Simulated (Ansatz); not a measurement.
**MnO in Ansatz: the effect of functional**

The system is MnO.

```xyz
2
Lattice="2.9106 -1.6819 0.0000 2.9106 1.6819 0.0000 -1.9441 0.0000 2.7529" Properties=species:S:1:pos:R:3 pbc="T T T"
Mn    1.9384    0.0000    1.3783
O     3.8801    0.0000    0.6864
```

The cell comes from a database or a generator and needn't be the stable form of this composition.

The cell isn't the ideal one: volume scaled by 0.94.

Alike in all runs:

| Property | Result |
| --- | --- |
| Program | Ansatz 0.2.0 |
| Task | single point |
| Potentials or basis | Ansatz PAW |
| k mesh | 9 × 9 × 9 |
| Occupations | fermi-dirac, width 0.05 eV |
| Spin | collinear spin, ferromagnetic start |
| Starting moments | [4.0, 0.0] μB |

```csv
functional,cutoff,pressure (GPa),moment (μB)
LDA,420 eV (not typed: the program's choice for these potentials),-9.5,4.81
PBEsol,420 eV (not typed: the program's choice for these potentials),?,?
r2SCAN,500 eV (not typed: the program's choice for these potentials),0.8,5.00
```

**Question.** What does the run with functional PBEsol give?

**Answer.** Pressure -2.4 GPa; moment 4.96 μB.

Caveats: a cell with one magnetic atom can't hold antiferromagnetic order, which such compounds often take; the PAW data sets come from PBE, with cores solved anew for the run's functional, which leaves a small shift of forces and pressure; the magnetic or orbital state may not be the lowest (some runs).

Runs at the PBE level aren't shown here.
